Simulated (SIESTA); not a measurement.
SnSe:

```
CELL_PARAMETERS angstrom
11.42000 0.00000 0.00000
0.00000 4.19000 0.00000
0.00000 0.00000 4.46000
ATOMIC_POSITIONS crystal
Sn 0.87700 0.75000 0.90900
Sn 0.62300 0.25000 0.40900
Sn 0.37700 0.75000 0.59100
Sn 0.12300 0.25000 0.09100
Se 0.64300 0.75000 0.98400
Se 0.85700 0.25000 0.48400
Se 0.14300 0.75000 0.51600
Se 0.35700 0.25000 0.01600
```

Program: SIESTA 5.4.2. Alike in all runs: task band structure; level PBE; no spin polarisation; cell as given; k mesh 3 × 6 × 6; smearing fermi-dirac 0.05 eV; grid cutoff 500 Ry.

Task: Order these runs on this cell by their pressure, lowest first.
A. potentials or basis PseudoDojo 0.4 standard (PBE files), DZ (energy shift 0.01 Ry); energy shift 0.01 Ry
B. potentials or basis PseudoDojo 0.4 standard (PBE files), DZP (energy shift 0.002 Ry); energy shift 0.002 Ry
C. potentials or basis PseudoDojo 0.4 standard (PBE files), SZ (energy shift 0.002 Ry); energy shift 0.002 Ry

Result: A (2.0 GPa), B (4.9 GPa), C (9.9 GPa).

Caveats: the basis of atomic orbitals isn't converged, which shifts pressures, moduli and gaps; semicore shells carry a single zeta, which can move pressures by several GPa and volumes by a few percent (some runs); the basis has no polarisation orbitals (some runs).
